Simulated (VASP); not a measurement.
## HgTe: relaxation of cell and atoms with PBE

The system is HgTe.

```xyz
4
Lattice="4.0599 0.0000 0.0000 -2.0300 3.5160 0.0000 0.0000 0.0000 6.6177" Properties=species:S:1:pos:R:3 pbc="T T T"
Hg    0.0000    0.0000    0.0000
Hg    0.0000    0.0000    3.3088
Te    0.0000    2.3440    1.6544
Te    2.0300    1.1720    4.9632
```

The cell was built by a generator and needn't be a form met in nature.

- Program: VASP 6.6.1
- Task: relaxation of cell and atoms
- Functional: PBE
- Potentials or basis: VASP PAW PBE potentials, release 64 (Hg, Te)
- Cutoff: 600 eV
- k mesh: 6 × 6 × 4
- Occupations: fermi-dirac, width 0.02 eV
- Spin: no spin polarisation
- Dipole correction: no
- Further INCAR settings: ALGO = Normal; EDIFF = 1e-07; IBRION = 2; EDIFFG = -0.005; NSW = 80; ISIF = 3

The relaxed volume is 29.43 Å³/atom. The relaxed cell is a = 4.263 Å, b = 4.263 Å, c = 7.480 Å, α = 90.00°, β = 90.00°, γ = 120.00°. The space group after relaxing (to 0.05 Å) is P6_3/mmc (No. 194), the energy gained by relaxing is 295.5 meV/atom and the ionic steps are 9. The pressure after relaxing is 0.0 GPa and the band gap on the k mesh is none (metal or under the smearing width).

The path:
| step | energy change (eV) | largest force (eV/Å) | pressure (GPa) | volume (Å³) |
| --- | --- | --- | --- | --- |
| 1 | 0.0000 | 0.0000 | 19.05 | 94.46 |
| 2 | -0.8340 | 0.0000 | -4.55 | 138.20 |
| 3 | -1.1617 | 0.0000 | -0.04 | 118.52 |
| 4 | -1.1616 | 0.0000 | -0.23 | 119.04 |
| 5 | -1.1708 | 0.0000 | -0.22 | 118.79 |
| 6 | -1.1818 | 0.0000 | -0.10 | 117.96 |
| 7 | -1.1819 | 0.0000 | -0.11 | 118.03 |
| 8 | -1.1819 | 0.0000 | 0.09 | 117.53 |
| 9 | -1.1820 | 0.0000 | 0.00 | 117.73 |

Final structure:
```
Hg Te
1.0
     4.26332    0.00000    0.00000
    -2.13166    3.69215    0.00000
     0.00000    0.00000    7.47953
Hg Te
2 2
Cartesian
  0.0000 0.0000 0.0000
  0.0000 0.0000 3.7398
  0.0000 2.4614 1.8699
  2.1317 1.2307 5.6096
```

Levels at points of the mesh, in eV from the Fermi level:
```
           k point  band 14  band 15  band 16  band 17  band 18  band 19  band 20  band 21  band 22
(0.00, 0.00, 0.00)    -1.46    -1.13    -0.61    -0.61     0.27     0.27     2.79     4.28     5.06
(0.50, 0.00, 0.00)    -3.77    -3.17    -3.11    -2.00     0.11     0.88     1.74     2.73     4.05
(0.00, 0.00, 0.50)    -4.34    -0.15    -0.15    -0.15    -0.15     1.70     1.70     4.91     4.91
(0.50, 0.00, 0.50)    -5.10    -1.38    -1.38    -1.12    -1.12    -0.27    -0.27     4.35     4.35
```

It took 2.4 min on 1 thread of Intel(R) Xeon(R) 6975P-C (Granite Rapids) (shared host), peak memory 0.26 GiB.

Caveat: the volume moved by over 15 % at a fixed basis, so the end points are rough. The run has no spin-orbit coupling, so splittings on Hg, Te are missing.
